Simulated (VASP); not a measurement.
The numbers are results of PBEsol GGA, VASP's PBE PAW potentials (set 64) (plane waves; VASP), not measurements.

Input for VASP

### POSCAR
```
InN
1
    0.0000000000     2.4945657295     2.4945657295
    2.4945657295     0.0000000000     2.4945657295
    2.4945657295     2.4945657295     0.0000000000
In N
1 1
Direct
  0.0000000000   0.0000000000   0.0000000000
  0.2500000000   0.2500000000   0.2500000000
```

### INCAR
```
SYSTEM = InN
PREC = Accurate
ENCUT = 520
EDIFF = 1E-7
NELM = 100
ALGO = Normal
LREAL = .FALSE.
LASPH = .TRUE.
ISMEAR = 0
SIGMA = 0.05
GGA = PS
LMAXMIX = 4
LWAVE = .FALSE.
LCHARG = .FALSE.
LORBIT = 11
ICHARG = 11
```

### KPOINTS
```
k-points along high-symmetry lines
15
Line-mode
Reciprocal
  0.000000   0.000000   0.000000 ! GAMMA
 -0.500000  -0.500000   0.000000 ! X

 -0.500000  -0.500000   0.000000 ! X
 -0.375000  -0.375000   0.250000 ! U

 -0.375000   0.000000   0.375000 ! K
  0.000000   0.000000   0.000000 ! GAMMA

  0.000000   0.000000   0.000000 ! GAMMA
 -0.000000   0.000000   0.500000 ! L

 -0.000000   0.000000   0.500000 ! L
 -0.500000  -0.250000   0.250000 ! W

 -0.500000  -0.250000   0.250000 ! W
 -0.500000  -0.500000   0.000000 ! X
```

POTCAR, in this order: In_d N (PBE.64 set). Program: vasp_std. Read from the step before: CHGCAR.

What VASP printed:

OSZICAR:
```
       N       E                     dE             d eps       ncg     rms          rms(c)
DAV:   1     0.122535518993E+03    0.12254E+03   -0.92566E+03  2391   0.187E+03
DAV:   2    -0.870929847665E+00   -0.12341E+03   -0.11870E+03  2610   0.378E+02
DAV:   3    -0.103431570732E+02   -0.94722E+01   -0.92589E+01  2793   0.104E+02
DAV:   4    -0.106079777662E+02   -0.26482E+00   -0.26364E+00  2735   0.180E+01
DAV:   5    -0.106186777148E+02   -0.10700E-01   -0.10698E-01  3202   0.329E+00
DAV:   6    -0.106189872709E+02   -0.30956E-03   -0.30955E-03  2938   0.460E-01
DAV:   7    -0.106189925764E+02   -0.53054E-05   -0.53062E-05  3295   0.639E-02
DAV:   8    -0.106189926376E+02   -0.61225E-07   -0.61421E-07  2663   0.670E-03
   1 F= -.10618993E+02 E0= -.10617367E+02  d E =-.325044E-02
```

File OUTCAR:
```
 val. band max:        6.3623589296   @ k =   0.0000   0.0000   0.0000

 cond. band min:       6.5760085299   @ k =   0.0000   0.0000   0.0357



 k-point     1 :       0.0000    0.0000    0.0000
  band No.  band energies     occupation
      1      -8.2077      2.00000
      2      -6.9800      2.00000
      3      -6.9800      2.00000
      4      -6.9800      2.00000
      5      -6.5961      2.00000
      6      -6.5961      2.00000
      7       5.9045      2.00000
      8       6.3624      1.49863
      9       6.3624      1.49863
     10       6.3624      1.49862
     11      15.6925      0.00000
     12      15.6925      0.00000
     13      15.6925      0.00000

 k-point     2 :      -0.0357   -0.0357    0.0000
  band No.  band energies     occupation
      1      -8.2081      2.00000
      2      -6.9755      2.00000
      3      -6.9755      2.00000
      4      -6.9622      2.00000
      5      -6.5982      2.00000
      6      -6.5947      2.00000
      7       5.6261      2.00000
      8       6.3290      1.89367
      9       6.3290      1.89367
     10       6.6501      0.00000
     11      15.5757      0.00000
     12      15.7068      0.00000
     13      15.7068      0.00000

 k-point     3 :      -0.0714   -0.0714    0.0000
  band No.  band energies     occupation
      1      -8.2099      2.00000
      2      -6.9623      2.00000
      3      -6.9623      2.00000
      4      -6.9088      2.00000
      5      -6.6035      2.00000
      6      -6.5906      2.00000
      7       5.2100      2.00000
      8       6.2316      1.99999
      9       6.2316      1.99999
     10       7.0922      0.00000
     11      15.2623      0.00000
     12      15.7508      0.00000
     13      15.7508      0.00000

 k-point     4 :      -0.1071   -0.1071    0.0000
  band No.  band energies     occupation
      1      -8.2150      2.00000
      2      -6.9409      2.00000
      3      -6.9409      2.00000
      4      -6.8223      2.00000
...
```

The density is held fixed in this step, so its total energy and stress have no physical meaning. Unless said otherwise, spin-orbit coupling is left out, though it shifts the bands of the heavy elements here.

The compound is InN in the zinc blende structure, a metastable form; wurtzite is the usual one. It was relaxed first.
